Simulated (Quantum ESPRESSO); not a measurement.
**AgCl (Chlorargyrite): equation of state with PBE+D3(BJ)**

The system is AgCl (Chlorargyrite).

```
CELL_PARAMETERS angstrom
0.00000 2.73500 2.73500
2.73500 0.00000 2.73500
2.73500 2.73500 0.00000
ATOMIC_POSITIONS crystal
Ag 0.00000 0.00000 0.00000
Cl 0.50000 0.50000 0.50000
```

```
Program             : Quantum ESPRESSO 7.5
Task                : equation of state
Functional          : PBE
Dispersion          : D3(BJ)
Potentials or basis : PseudoDojo 0.4.1 SR PBE standard
Cutoff              : 1116 eV
Density cutoff      : 4463 eV
k mesh              : 8 × 8 × 8
Occupations         : fermi-dirac, width 0.05 eV
Spin                : no spin polarisation
```

```json
{
  "Equilibrium volume": "21.07 Å³/atom",
  "Bulk modulus": "49 GPa",
  "Pressure derivative of the bulk modulus": "5.2"
}
```

Energy against volume, from the lowest point:
| volume (Å³/atom) | energy (meV/atom) |
| --- | --- |
| 19.231 | 29.64 |
| 19.640 | 17.04 |
| 20.049 | 8.18 |
| 20.458 | 2.63 |
| 20.868 | 0.02 |
| 21.277 | 0.00 |
| 21.686 | 2.30 |

All runs of the series together: 4.1 min on 1 thread of Arm Neoverse V1, with other jobs on the host.

Zero-point motion and thermal expansion aren't in these numbers.
